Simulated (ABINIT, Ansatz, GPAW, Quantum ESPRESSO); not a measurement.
## One calculation of FeO, 6 ways

```xyz
2
Lattice="0.0000 2.1554 2.1554 2.1554 0.0000 2.1554 2.1554 2.1554 0.0000" Properties=species:S:1:pos:R:3 pbc="T T T"
Fe    0.0000    0.0000    0.0000
O     2.1554    2.1554    2.1554
```

Alike in all runs: task band structure; functional PBEsol; k mesh 11 × 11 × 11; occupations fermi-dirac, width 0.05 eV; collinear spin, ferromagnetic start; no spin-orbit coupling. The measured crystal is an antiferromagnetic insulator; the state found here is the runs' own. Pressure is positive in compression and, in plane waves, holds the error of the finite cutoff, which Ansatz's Pulay term estimates and takes out.

```json
{"program and potentials": "Ansatz, Ansatz PAW", "plane-wave cutoff (eV)": "420", "notes": "potentials made for PBE, which Ansatz adapts in part; 11 valence electrons an atom on average; Pulay term of +0.67 GPa included", "pressure (GPa)": "-8.54", "net moment per atom (μB)": "2.00"}
{"program and potentials": "Quantum ESPRESSO, GBRV 1.5 PBEsol", "plane-wave cutoff (eV)": "762", "notes": "11 valence electrons an atom on average", "pressure (GPa)": "-8.44", "net moment per atom (μB)": "2.00"}
{"program and potentials": "ABINIT, PseudoDojo NC SR PBEsol v0.4.1 standard", "plane-wave cutoff (eV)": "1225", "notes": "11 valence electrons an atom on average", "pressure (GPa)": "-9.19", "net moment per atom (μB)": "2.00"}
{"program and potentials": "GPAW, PAW data sets generated for this functional", "plane-wave cutoff (eV)": "800", "notes": "7 valence electrons an atom on average", "pressure (GPa)": "-7.00", "net moment per atom (μB)": "2.00"}
{"program and potentials": "Ansatz, all-electron LAPW, scalar-relativistic", "plane-wave cutoff (eV)": "-", "notes": "-", "pressure (GPa)": "-8.58", "net moment per atom (μB)": "2.00"}
{"program and potentials": "Quantum ESPRESSO, PseudoDojo 0.4.1 SR PBEsol standard", "plane-wave cutoff (eV)": "1225", "notes": "11 valence electrons an atom on average", "pressure (GPa)": "-9.15", "net moment per atom (μB)": "2.00"}
```

The pressure spans -9.19 (ABINIT, PseudoDojo NC SR PBEsol v0.4.1 standard) to -7.00 GPa (GPAW, PAW data sets generated for this functional), with all-electron results at -8.58. All agree on the net moment per atom. The state is the one that the start led to, which needn't be the lowest.

Differences between rows come from potentials, basis sets and numerical settings, since the functional is the same but for its coding. Runs on potential files found faulty are left out.
